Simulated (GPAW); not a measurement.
## V: single point with PBE

V:

```
V
1.0
    -1.51435    1.51435    1.51435
     1.51435   -1.51435    1.51435
     1.51435    1.51435   -1.51435
V
1
Direct
  0.00000 0.00000 0.00000
```

| Quantity | Value |
| --- | --- |
| Program | GPAW 26.7.0 |
| Task | single point |
| Functional | PBE |
| Potentials or basis | GPAW PAW data sets (gpaw-data 1.2.1) |
| Cutoff | 500 eV |
| Basis | pw |
| k mesh | 10 × 10 × 10 |
| Occupations | fermi-dirac, width 0.05 eV |
| Spin | collinear spin, ferromagnetic start |
| Starting moments | [3.0] μB |

```json
{
 "Pressure": "-3.8 GPa",
 "Band gap on the k mesh": "none (metal or under the smearing width)",
 "Net moment": "0.00 μB per cell"
}
```

Levels at points of the mesh, in eV from the Fermi level:
Spin up:
```csv
k point,band 4,band 5,band 6,band 7,band 8,band 9
"(0.00, 0.00, 0.00)",-37.16,-6.49,0.39,0.39,0.39,2.30
"(0.50, 0.50, 0.00)",-37.17,-3.03,-1.06,1.53,2.30,2.64
"(0.50, 0.50, 0.50)",-37.72,-2.83,-2.83,3.56,3.56,3.56
```
Spin down:
| k point | band 2 | band 3 | band 4 | band 5 | band 6 | band 7 | band 8 | band 9 | band 10 | band 11 |
| --- | --- | --- | --- | --- | --- | --- | --- | --- | --- | --- |
| (0.00, 0.00, 0.00) | -37.16 | -37.16 | -37.16 | -6.49 | 0.39 | 0.39 | 0.39 | 2.30 | 2.30 | 20.50 |
| (0.50, 0.50, 0.00) | -37.97 | -37.42 | -37.17 | -3.03 | -1.06 | 1.53 | 2.30 | 2.64 | 3.94 | 9.84 |
| (0.50, 0.50, 0.50) | -37.72 | -37.72 | -37.72 | -2.83 | -2.83 | 3.56 | 3.56 | 3.56 | 9.94 | 9.94 |

Wall time 15 s on 1 thread of Arm Neoverse V1, with other jobs on the host, peak memory 0.13 GiB.

Caveat: the cutoff is short for stress and forces, so pressures can be off by a GPa or more.
